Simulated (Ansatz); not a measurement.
Runs of Ansatz 0.2.0 on NiO. The structure is cubic, space group Fm-3m (No. 225). Conventional cell: a = 4.172 Å, b = 4.172 Å, c = 4.172 Å, α = 90.00°, β = 90.00°, γ = 90.00°. Ni (site symmetry m-3m) is surrounded by 6 O at 2.09 Å. O (site symmetry m-3m) is surrounded by 6 Ni at 2.09 Å. 

```csv
task,level,cell,smearing,points for each segment of the path,gap on the mesh (eV),pressure (GPa),moment (μB),relaxed volume (Å³/atom)
relaxation of cell and atoms,BLYP+D3(BJ),relaxed,fermi-dirac 0.05 eV,-,-,0.0,1.77,9.35
relaxation of cell and atoms,PBEsol,relaxed,fermi-dirac 0.05 eV,-,-,0.0,1.28,8.73
relaxation of cell and atoms,BLYP+D4,relaxed,fermi-dirac 0.05 eV,-,-,0.0,1.79,(b)
band structure,revPBE,as given,fermi-dirac 0.05 eV,14,none,11.2,1.80,-
single point,PBE,as given,gaussian 0.03 eV,-,none,6.3,1.79,-
relaxation of cell and atoms,RPBE,relaxed,fermi-dirac 0.05 eV,-,-,0.0,1.93,9.76
band structure,BLYP,as given,fermi-dirac 0.05 eV,14,none,13.6,(a),-
band structure,RPBE,as given,fermi-dirac 0.05 eV,14,none,13.2,1.82,-
```

Alike in all rows: potentials or basis Ansatz PAW; spin collinear, ferromagnetic start; k mesh 11 × 11 × 11; cutoff (eV) 420.

Estimate the missing entries.

(a) 1.67; (b) 9.44.

Caveats: a cell with one magnetic atom can't hold antiferromagnetic order, which such compounds often take; the PAW data sets come from PBE, with cores solved anew for the run's functional, which leaves a small shift of forces and pressure (some runs); the plane-wave basis is chosen anew once the cell has moved, so the energies of steps on either side of that aren't comparable (some runs); semilocal functionals often make such compounds metallic where correlation or magnetic order opens a gap, which also shifts bond lengths (some runs).

A gap of «none» marks a metal or a gap under the smearing width.
